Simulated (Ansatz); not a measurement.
The system is SnTe.

```
CELL_PARAMETERS angstrom
0.00000 3.15085 3.15085
3.15085 0.00000 3.15085
3.15085 3.15085 0.00000
ATOMIC_POSITIONS crystal
Te 0.50000 0.50000 0.50000
Sn 0.00000 0.00000 0.00000
```

```yaml
Program: Ansatz 0.2.0
Task: relaxation of cell and atoms
Functional: rPW86-PBE
Potentials_or_basis: Ansatz PAW
Cutoff: "420 eV (not typed: the program's choice for these potentials)"
k_mesh: 7 × 7 × 7
Occupations: fermi-dirac, width 0.05 eV
Spin: no spin polarisation
```

At the start: volume 31.28 Å³/atom.

Where does the relaxation end?

It ends after 5 steps and the volume is 35.31 Å³/atom (+12.9 %); space group Fm-3m (No. 225, to 0.05 Å).

The path:
```
step  energy change (eV)  largest force (eV/Å)  volume (Å³)
   1              0.0000                0.0000        62.56
   2             -0.1212                0.0000        72.17
   3             -0.1248                0.0000        70.91
   4             -0.1250                0.0000        70.62
   5             -0.1264                0.0000        70.62
```

Final structure:
```yaml
crystal:
  lattice:
    - [0.00000, 3.28064, 3.28064]
    - [3.28064, 0.00000, 3.28064]
    - [3.28064, 3.28064, 0.00000]
  atoms:
    - { symbol: Te, position: [0.50000, 0.50000, 0.50000] }
    - { symbol: Sn, position: [0.00000, 0.00000, 0.00000] }
```

Caveat: the plane-wave basis is chosen anew once the cell has moved, so the energies of steps on either side of that aren't comparable; the volume moved by +13 % from the deposited cell, more than functionals usually miss; the PAW data sets come from PBE, with cores solved anew for the run's functional, which leaves a small shift of forces and pressure.
